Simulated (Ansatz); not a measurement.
# PtS2 (P-3m1) in Ansatz: Born charges and dielectric tensor with PBE0

Aim: the Born charges and dielectric tensor of PtS2 with PBE0.

All numbers are computed with Ansatz 0.2.0; they aren't measurements. Logs are shortened: lines on timing, memory, paths and dates and some standing lists are left out, and cuts for length are marked.

### 1 The cell of the first run

It takes space group P-3m1 (No. 164, trigonal). Conventional cell: a = 3.495 Å, b = 3.495 Å, c = 4.971 Å, α = 90.00°, β = 90.00°, γ = 120.00°. Around Pt (site symmetry -3m) lie 6 S at 2.31 Å. S (site symmetry 3m) is surrounded by 3 Pt at 2.31 Å.

### 2 Born charges and dielectric tensor, PBE0 (volume scaled by 0.96)

Contents of input.yaml:

```yaml
crystal:
  lattice:
    - [3.4953130487, 0.0, 0.0]
    - [-1.7476565244, 3.0270298944, 0.0]
    - [0.0, 0.0, 4.9706997601]
  atoms:
    - { symbol: Pt, position: [0.0, 0.0, 0.0] }
    - { symbol: S, position: [0.6666666667, 0.3333333333, 0.773] }
    - { symbol: S, position: [0.3333333333, 0.6666666667, 0.227] }
hamiltonian:
  xc: pbe0
  pseudopotentials: { kind: paw }
kpoints:
  mp_grid: { grid: [5, 5, 3] }
scf:
  occupations: { method: fixed }
output:
  eigenvalues: true
dielectric:
  method: response
```

Potentials or basis: Ansatz PAW.

The run is started by

```bash
> ansatz run input.yaml --threads 2 --pin off --max-ram 5632MiB --backend cpu --events-out ev --progress --plain --runs-dir out
```

Output:

```text
Warning: RAYON_NUM_THREADS=2 ignored (pool sized by the plan → 2); use --threads N
Engine: ansatz 0.2.0, x86_64-unknown-linux-gnu
Pseudopotentials: kind: paw
Pseudopotential: Pt, paw, valence charge 18, recommended cutoff 420 eV (normal), Pt.paw.azcp
Pseudopotential: S, paw, valence charge 6, recommended cutoff 420 eV (normal), S.paw.azcp
Functional definition: PBE0
  parameter a = 0.25
  parameter kappa = 0.804
  parameter beta = 0.06672455060314922
  exchange = (1 - a)*pbe_x(kappa = kappa, mu = beta*pi^2/3) + a*exact_x
  correlation = pbe_c(beta = beta)
davidson cushion auto → on  (no smearing: the cushion is to keep the highest requested band from converging to the state above it; pin scf.eigensolver.cushion to override)
Crystal: 3 atoms, lattice volume = 52.592 Å³
Basis set: ecut = 420 eV, 1043 PW (Γ), exchange–correlation on 48×48×72 points (8 copies of the dense FFT grid, shifted against one another)
Bands: 19, of which v1, the nominal top of the filled ones, is band 15 counted from 1 (14 counted from 0)
Symmetry: 12 space group operations
k-points: 12 of 75
Non-local potential: Pt, projectors of the file, l = 0: 3, l = 1: 2, l = 2: 2, l = 3: 1
Non-local potential: S, projectors of the file, l = 0: 2, l = 1: 2, l = 2: 2
PAW form: soft (Blöchl's): semilocal exchange-correlation on the pseudo side does not see the compensation charge
PAW frozen core: Pt, regenerated for the run's functional, and the local potential with it (the file was generated under x = pbe(κ = 0.804, μ = 0.2195149727645171), c = pbe(β = 0.06672455060314922))
PAW frozen core: S, regenerated for the run's functional, and the local potential with it (the file was generated under x = pbe(κ = 0.804, μ = 0.2195149727645171), c = pbe(β = 0.06672455060314922))
PAW one-centre angular grid: Pt, 590 points (default); XC on 64 Gauss nodes
PAW one-centre angular grid: S, 110 points (default); XC on 64 Gauss nodes
Initial density: superposition of atomic densities (neutral atoms: chi_scale 0, normalization atom), corrected by the library's trained network
Initial wavefunctions: pseudopotential atomic-orbital guess
Functional: x = pbe(κ = 0.804, μ = 0.2195149727645171), c = pbe(β = 0.06672455060314922), warm-up for x = 0.75 pbe(κ = 0.804, μ = 0.2195149727645171) + 0.25 exact, c = pbe(β = 0.06672455060314922)
SCF iter   1: F=—  HF=-14327.851824 eV  |F-HF|=—  |Δ(HF+E_count)|=         —  Δρ=5.04e-3  dr2=1.21e-2  ethr=1.77e-3  ⟨swp⟩=8.4  Hψ=1038  notcnv=0
preconditioner: auto → none  [insulator: Δε(μ)=1.376 eV  Ē_g=10.258 eV  n_scr=20 (ndim 8)  ℏωp=24.0 eV  f_vac=0.017]
SCF iter   2: F=—  HF=-14327.850124 eV  |F-HF|=—  |Δ(HF+E_count)|=   1.70e-3  Δρ=2.44e-3  dr2=4.57e-3  ethr=4.02e-5  ⟨swp⟩=3.8  Hψ=715  notcnv=0
SCF iter   3: F=—  HF=-14327.849586 eV  |F-HF|=—  |Δ(HF+E_count)|=   5.38e-4  Δρ=1.49e-3  dr2=1.05e-3  ethr=1.52e-5  ⟨swp⟩=3.0  Hψ=603  notcnv=0
iter 4 solved again at ethr=2.85e-7 eV; its pass at ethr=3.51e-6 eV (dr2=8.56e-5 eV) is discarded
SCF iter   4: F=-14327.849680 eV  HF=-14327.849585 eV  |F-HF|=9.47e-5  |Δ(HF+E_count)|=   6.22e-7  Δρ=6.36e-4  dr2=8.54e-5  ethr=2.85e-7  ⟨swp⟩=2.2  Hψ=1046  notcnv=0
SCF 1, on 19 bands, stopped early in 4 iterations: F = -14327.849680 eV; the run's SCF on all bands comes behind
Initial density: handed on by an earlier stage of this run
Initial wavefunctions: those handed on with the density
Functional: x = 0.75 pbe(κ = 0.804, μ = 0.2195149727645171) + 0.25 exact, c = pbe(β = 0.06672455060314922)
Frozen-core exchange: fock
SCF iter   1: F=—  HF=-14328.832304 eV  |F-HF|=—  |Δ(HF+E_count)|=         —  Δρ=7.88e-3  dr2=1.20e-2  ethr=2.85e-6  ⟨swp⟩=6.9  Hψ=1122  notcnv=0
preconditioner: auto → none  [insulator: Δε(μ)=2.571 eV  Ē_g=12.627 eV  n_scr=20 (ndim 8)  ℏωp=24.0 eV  f_vac=0.017]
SCF iter   2: F=—  HF=-14328.828424 eV  |F-HF|=—  |Δ(HF+E_count)|=   3.88e-3  Δρ=3.93e-3  dr2=3.49e-3  ethr=2.85e-6  ⟨swp⟩=3.5  Hψ=703  notcnv=0
SCF iter   3: F=—  HF=-14328.828255 eV  |F-HF|=—  |Δ(HF+E_count)|=   1.69e-4  Δρ=1.63e-3  dr2=5.19e-3  ethr=2.85e-6  ⟨swp⟩=4.0  Hψ=737  notcnv=0
SCF iter   4: F=—  HF=-14328.848196 eV  |F-HF|=—  |Δ(HF+E_count)|=   1.99e-2  Δρ=2.05e-3  dr2=7.47e-4  ethr=2.85e-6  ⟨swp⟩=4.0  Hψ=806  notcnv=0
SCF iter   5: F=—  HF=-14328.848020 eV  |F-HF|=—  |Δ(HF+E_count)|=   1.76e-4  Δρ=5.01e-4  dr2=3.82e-4  ethr=1.86e-6  ⟨swp⟩=2.0  Hψ=504  notcnv=0
SCF iter   6: F=—  HF=-14328.849465 eV  |F-HF|=—  |Δ(HF+E_count)|=   1.44e-3  Δρ=7.32e-4  dr2=2.81e-4  ethr=1.26e-7  ⟨swp⟩=4.2  Hψ=795  notcnv=0
SCF iter   7: F=—  HF=-14328.849399 eV  |F-HF|=—  |Δ(HF+E_count)|=   6.63e-5  Δρ=6.27e-5  dr2=1.86e-5  ethr=1.26e-7  ⟨swp⟩=3.9  Hψ=705  notcnv=0
SCF iter   8: F=-14328.849479 eV  HF=-14328.849484 eV  |F-HF|=4.42e-6  |Δ(HF+E_count)|=   8.48e-5  Δρ=1.44e-4  dr2=7.21e-6  ethr=4.27e-9  ⟨swp⟩=4.6  Hψ=851  notcnv=0
SCF 2, on 19 bands, stopped early in 8 iterations: F = -14328.849479 eV; the run's SCF on all bands comes behind
hybrid outer 1: dexx = +2.850e-2 eV, tail = 6.29e-5 eV
Frozen-core exchange: fock
SCF iter   1: F=—  HF=-14328.849543 eV  |F-HF|=—  |Δ(HF+E_count)|=         —  Δρ=1.12e-4  dr2=2.71e-6  ethr=1.05e-6  ⟨swp⟩=3.2  Hψ=576  notcnv=0
preconditioner: auto → none  [insulator: Δε(μ)=2.667 eV  Ē_g=12.659 eV  n_scr=20 (ndim 8)  ℏωp=24.0 eV  f_vac=0.017]
iter 2 solved again at ethr=2.39e-10 eV; its pass at ethr=8.41e-9 eV (dr2=7.18e-8 eV) is discarded
SCF iter   2: F=—  HF=-14328.849542 eV  |F-HF|=—  |Δ(HF+E_count)|=   6.17e-7  Δρ=2.66e-5  dr2=2.62e-7  ethr=2.39e-10  ⟨swp⟩=2.7  Hψ=1149  notcnv=0
SCF iter   3: F=—  HF=-14328.849543 eV  |F-HF|=—  |Δ(HF+E_count)|=   6.56e-7  Δρ=9.83e-6  dr2=6.40e-8  ethr=2.35e-10  ⟨swp⟩=4.2  Hψ=744  notcnv=0  defer=2
SCF iter   4: F=—  HF=-14328.849543 eV  |F-HF|=—  |Δ(HF+E_count)|=   1.85e-9  Δρ=2.33e-6  dr2=3.28e-9  ethr=2.04e-10  ⟨swp⟩=3.5  Hψ=541  notcnv=0  defer=4
SCF iter   5: F=—  HF=-14328.849543 eV  |F-HF|=—  |Δ(HF+E_count)|=   4.23e-9  Δρ=1.75e-6  dr2=2.82e-9  ethr=8.11e-12  ⟨swp⟩=4.6  Hψ=690  notcnv=0  defer=1
SCF iter   6: F=—  HF=-14328.849543 eV  |F-HF|=—  |Δ(HF+E_count)|=  7.64e-10  Δρ=7.97e-7  dr2=4.72e-10  ethr=8.11e-12  ⟨swp⟩=3.0  Hψ=519  notcnv=0  defer=5
SCF iter   7: F=—  HF=-14328.849543 eV  |F-HF|=—  |Δ(HF+E_count)|=  1.00e-10  Δρ=1.76e-7  dr2=3.49e-11  ethr=1.57e-12  ⟨swp⟩=3.5  Hψ=566  notcnv=0  defer=4
SCF iter   8: F=-14328.849543 eV  HF=-14328.849543 eV  |F-HF|=3.64e-12  |Δ(HF+E_count)|=  2.18e-11  Δρ=2.29e-8  dr2=2.66e-12  ethr=1.08e-12 (applied; sched 1.00e-12)  ⟨swp⟩=3.6  Hψ=528  notcnv=0
SCF 3, on 19 bands, converged in 8 iterations: F = -14328.849543 eV; the run's SCF on all bands comes behind
hybrid outer 2: dexx = +1.207e-6 eV, tail = 4.04e-8 eV, Δε = 2.85e-3 eV (about 7.94e-5 eV left of the loop's levels)
Frozen-core exchange: fock
SCF iter   1: F=—  HF=-14328.849543 eV  |F-HF|=—  |Δ(HF+E_count)|=         —  Δρ=5.20e-6  dr2=2.90e-9  ethr=6.73e-10  ⟨swp⟩=3.3  Hψ=566  notcnv=0
SCF iter   2: F=—  HF=-14328.849543 eV  |F-HF|=—  |Δ(HF+E_count)|=   1.65e-9  Δρ=3.03e-6  dr2=7.64e-10  ethr=8.40e-12  ⟨swp⟩=3.5  Hψ=662  notcnv=0  defer=1
SCF iter   3: F=—  HF=-14328.849543 eV  |F-HF|=—  |Δ(HF+E_count)|=  1.40e-10  Δρ=8.13e-7  dr2=2.88e-10  ethr=2.50e-12  ⟨swp⟩=3.2  Hψ=562  notcnv=0  defer=1
SCF iter   4: F=—  HF=-14328.849543 eV  |F-HF|=—  |Δ(HF+E_count)|=  8.37e-11  Δρ=1.93e-7  dr2=2.48e-11  ethr=1.14e-12 (applied; sched 1.00e-12)  ⟨swp⟩=3.5  Hψ=591  notcnv=0
SCF iter   5: F=-14328.849543 eV  HF=-14328.849543 eV  |F-HF|=1.82e-12  |Δ(HF+E_count)|=  3.64e-12  Δρ=3.02e-8  dr2=3.05e-13  ethr=1.02e-12 (applied; sched 1.00e-12)  ⟨swp⟩=2.8  Hψ=513  notcnv=0
SCF 4, on 19 bands, converged in 5 iterations: F = -14328.849543 eV; the run's SCF on all bands comes behind
hybrid outer 3: dexx = +3.299e-9 eV, tail = 6.50e-11 eV, Δε = 1.15e-4 eV (about 3.83e-6 eV left of the loop's levels)
k-points: 24 of 75 (irreducible under 2 space group operations, time reversal used)
Frozen-core exchange: fock
iter 1 solved again at ethr=1.00e-12 eV; its pass at ethr=1.00e-1 eV (dr2=1.74e-13 eV) is discarded
SCF iter   1: F=—  HF=-14328.849543 eV  |F-HF|=—  |Δ(HF+E_count)|=         —  Δρ=1.47e-7  dr2=1.80e-12  ethr=1.22e-12 (applied; sched 1.00e-12)  ⟨swp⟩=4.1  Hψ=1693  notcnv=0
SCF iter   2: F=-14328.849543 eV  HF=-14328.849543 eV  |F-HF|=3.64e-12  |Δ(HF+E_count)|=  1.82e-12  Δρ=7.35e-8  dr2=5.38e-13  ethr=1.00e-12  ⟨swp⟩=2.0  Hψ=1008  notcnv=0
SCF 5 converged in 2 iterations: F = -14328.849543 eV  dr2 = 5.38e-13
hybrid outer 1: dexx = +9.663e-13 eV, tail = 1.25e-12 eV
the response reads at least the filled bands of the reference SCF and the lowest empty band at each k-point, and that SCF's band table does not vouch for those bands. The notice of the band table in this run's record says why
NSCF: frozen V_eff on 24 k-points
NSCF: frozen V_eff on 7 k-points
DFPT response loops at Γ: preconditioner auto → Resta (q_TF=auto, 2.485 Å⁻¹)  ε∞=4.7 (no band partly filled); β = 1.00, the filter's whole step (`scf.mixing.beta` (0.50) is not read by the response loops at its default; to damp them type it under 1.00, their step now; it binds the ground state too); Broyden in place of MSR1
WARN: field response: the 5×5×3 k-mesh looks too coarse for the field response at k = (0.0000, 0.2000, 0.3333), direct gap 2.924 eV: take ε∞, Z* and everything formed from them as unconverged in the mesh. The response there varies over an interband length of 1.92 Å as this mesh's differences read it, which a coarse mesh reads short; the mesh's real-space period, 17.5 Å, is under 14 times that, 26.9 Å: their error is not read (the exact derivative of the filled states in the wavevector is not taken: on PAW files it is not made); type a denser kpoints.mp_grid, and compare
hybrid SCF converged: 1 outer / 2 inner (+0 warm-up), last move |dexx| = 9.66e-13 eV, tail = 1.25e-12 eV
Stability not checked: this state was not tested for a lower state beside it, because the functional holds exact exchange (a hybrid, or Hartree-Fock), whose exchange loop this test does not read (fock_operator; see scf.lower_state_search)
Free energy (F): -14328.849543 eV
Frozen-core exchange: fock
Harris-Foulkes:  -14328.849543 eV  (|F-HF|=3.64e-12)
Internal energy: -14328.849543 eV  (E = F + TS)
E sigma→0 (E₀):  -14328.849543 eV
Fermi energy:    10.846272 eV
--- Per-component energies (eV) ---
  E_band       = -373.970150
  E_kinetic    = 857.428081
  E_local      = -3088.426858  (includes V_loc(G=0)·N_el)
  E_nonlocal   = 255.640869
  E_hartree    = 1225.576225
  E_xc         = -353.661324
  E_vxc        = -371.787625  (∫ρ·V_xc dr)
  E_exx        = -99.249562  (= α·E_x^exact, valence–valence)
  E_paw        = -10660.440238  (= ΣΔE_a)
  E_vpaw       = -279.478154  (= ΣTr[D̂ρ^β])
  E_aug_tail   = 0.000193  (compensation charges beyond the density's cutoff)
  E_ewald      = -2463.498983
  E_core_change = -2.217945  (= ΣΔE_core)
  E_smearing   = -0.000000  (= −TS)
  E_closure    = -0.000000  (closes the sum)
  Σ components = -14328.849543   (vs F -14328.849543, Δ=0.00e0)
--- Band table (eV; the first three rows and the last of 24) ---
  k-point 0: bands = ["-93.2952", "-46.2636", "-46.2636", "-46.0813", "-6.7563", "-2.8970", "2.6088", "2.6438", "2.6438", "5.7918", "5.7918", "8.4317", "9.6396", "9.6396", "10.8463", "14.9348", "14.9348", "17.1086", "18.7759"]
  k-point 1: bands = ["-93.2952", "-46.2637", "-46.2637", "-46.0813", "-6.5234", "-3.5446", "2.6608", "2.6608", "3.6276", "5.7695", "5.7695", "8.1787", "9.4820", "9.4820", "9.9559", "15.3908", "15.3908", "17.5789", "20.0813"]
  k-point 2: bands = ["-93.2950", "-46.2733", "-46.2656", "-46.0788", "-6.1480", "-3.2976", "2.9858", "3.0583", "3.2852", "5.1183", "5.4891", "7.4032", "9.0785", "9.3329", "10.6145", "13.7971", "14.7880", "18.2893", "20.2841"]
  k-point 23: bands = ["-93.2948", "-46.2835", "-46.2708", "-46.0759", "-4.9478", "-3.9651", "2.9000", "3.1482", "4.1775", "4.8951", "5.3342", "6.7685", "8.2628", "8.7649", "9.5756", "13.7288", "14.4416", "19.4281", "19.7745"]
--- Dielectric response (ions clamped): 2 representative field directions + reference, on 24 of 75 k-points (Σ response iterations 54) ---
  k mesh reduced under 2 symmetry operations, with k and −k counted as one. Each operation leaves every solved perturbation unchanged. A smaller set is not considered because the run solves the response to a homogeneous field
  Exact exchange: at most 5 evaluations a response; the last evaluation left at most 0.010 of the energy left before it
  ε∞ (high-frequency dielectric tensor):
       13.596816    -0.000000     0.000000
       -0.000000    13.596816     0.000000
        0.000000    -0.000000     6.631724
  Born effective charges Z* (e; rows j = field, columns β = displacement):
    site 0:
         3.09578   -0.00000    0.00000
        -0.00000    3.09578   -0.00000
         0.00000    0.00000   -0.49053
    site 1:
        -1.54789    0.00000   -0.00000
         0.00000   -1.54789    0.00000
        -0.00000   -0.00000    0.24527
    site 2:
        -1.54789    0.00000   -0.00000
         0.00000   -1.54789    0.00000
        -0.00000   -0.00000    0.24527
  Z* charge neutrality: 4.816e-6 e pre-enforcement
  k-mesh period / interband length: 17.5 Å / 1.92 Å = 9.08 at k = (0.0000, 0.2000, 0.3333), direct gap 2.924 eV — UNDER 14: by this measure the k-mesh is too coarse for the response
```

Run time: 2.8 min. Hardware: 2 threads of Intel Xeon at 2.50GHz (Skylake/Cascade Lake), shared host; peak memory 1.1 GiB.

Results:

```
Free energy                             : -14328.8495 eV
Band gap on the k mesh                  : 2.67 eV, indirect (least direct gap 2.92 eV)
Electronic dielectric tensor (diagonal) : 13.60, 13.60, 6.63
Born charges (mean of the diagonal)     : Pt +1.90; S -0.95 e
```

Levels at points of the mesh, in eV from the valence-band top:
| k point | band 12 | band 13 | band 14 | band 15 | band 16 | band 17 | band 18 | band 19 |
| --- | --- | --- | --- | --- | --- | --- | --- | --- |
| (0.00, 0.00, 0.00) | -2.41 | -1.21 | -1.21 | 0.00 | 4.09 | 4.09 | 6.26 | 7.93 |

Electronic dielectric tensor:
```
13.60  0.00  0.00
 0.00 13.60  0.00
 0.00  0.00  6.63
```

Born effective charge tensors (e):
atom 1, Pt
```
 3.10  0.00  0.00
 0.00  3.10  0.00
 0.00  0.00 -0.49
```
atom 2, S
```
-1.55  0.00  0.00
 0.00 -1.55  0.00
 0.00  0.00  0.25
```
atom 3, S
```
-1.55  0.00  0.00
 0.00 -1.55  0.00
 0.00  0.00  0.25
```

Caveat: the k mesh is coarse (spacing up to 0.42 Å⁻¹), so the values aren't converged, least of all with exact exchange; odd divisions of the mesh miss points on the zone boundary, where band edges often lie, so the gap on the mesh can be too wide; spin-orbit coupling is left out, which moves the levels of the heavy elements.
